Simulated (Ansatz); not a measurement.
A film clamped to a substrate in ZrS₂

All numbers below come from DFT PBE+D3(BJ), scalar-relativistic, plane waves, PAW (Ansatz). Cutoff 420 eV, Γ-centred 12×12×6 k-points, Gaussian smearing of 0.05 eV. No spin polarisation. Energies are free energies at this smearing, counted from the undisturbed cell; pressure is positive in compression.

Reference structure (relaxed at this level):

```
Zr S
1.0
     3.63502    0.00000    0.00000
    -1.81751    3.14802    0.00000
     0.00000    0.00000    5.72275
Zr S
1 2
Cartesian
  0.0000 0.0000 0.0000
  0.0000 2.0987 1.4607
  1.8175 1.0493 4.2620
```

The cell (3 atoms, V0 = 65.49 Å³) is strained by p along both x and y and by q along z, fractional coordinates fixed. τp = (1/V0) ∂E/∂p = (σxx + σyy)(1 + p)(1 + q) and τq = (1/V0) ∂E/∂q = σzz(1 + p)², with tension positive.

| p | q | ΔE (meV/atom) | τp (GPa) | τq (GPa) |
| --- | --- | --- | --- | --- |
| 0.000 | 0.000 | 0.00 | 0.07 | 0.04 |
| -0.025 | 0.000 | 21.53 | -13.07 | -3.67 |
| 0.025 | 0.000 | 19.66 | 11.16 | 3.19 |
| 0.000 | -0.025 | 5.80 | -3.55 | -3.49 |
| 0.000 | 0.025 | 5.80 | 3.29 | 3.33 |

Q: Get the second derivatives of the energy density.

A: Central differences give A = ∂τp/∂p = 485 GPa (C11 + C22 + 2 C12), C = ∂τq/∂q = 136 GPa (C33) and the cross term B = ∂τq/∂p = 137 GPa (C13 + C23); ∂τp/∂q = 137 GPa must equal B, and any difference shows higher-order terms. The ions are clamped.

Q: A film of this crystal grows with z along the normal on a substrate that imposes p. How does its thickness respond, and what does the misfit cost?

A: Count p and q from the stress-free cell. A free surface needs τq = 0, so q = −(B/C) p = -1.01 p. The energy density left is (A − B²/C) p²/2 = M p², with the biaxial modulus M = 173 GPa; a misfit of 1 % costs 2.36 meV/atom, against 3.30 meV/atom if the thickness were held.

Forces appear on the atoms along this scan, and letting them relax would lower the energy and soften the response.

Stretching the film in its plane makes it thinner, and this relief lowers the cost of a 1 % misfit from 3.30 to 2.36 meV/atom. The coupling comes from the slanted, polar-covalent Zr–S bonds: in-plane tension lengthens them, and a smaller height brings them back towards their preferred length. Compression in the plane costs somewhat more than equal tension, as expected from the steepening short-range repulsion.

The normal stiffness of 136 GPa is far too high for a layered crystal whose S–Zr–S sheets are held together mainly by dispersion. Scaling all heights together forces the stiff sheets to deform along with the soft gap between them, whereas in a real crystal the gap would take up most of the normal strain. The value therefore largely reflects Zr–S bonding within the sheets, not cohesion between them. Since internal relaxation changes both the coupling and the normal stiffness, their ratio, and with it the thickness response of -1.01, probably doesn't carry over to a real film. Nor does the elastic cost alone give a critical thickness, which also depends on interface adhesion and defect energies.
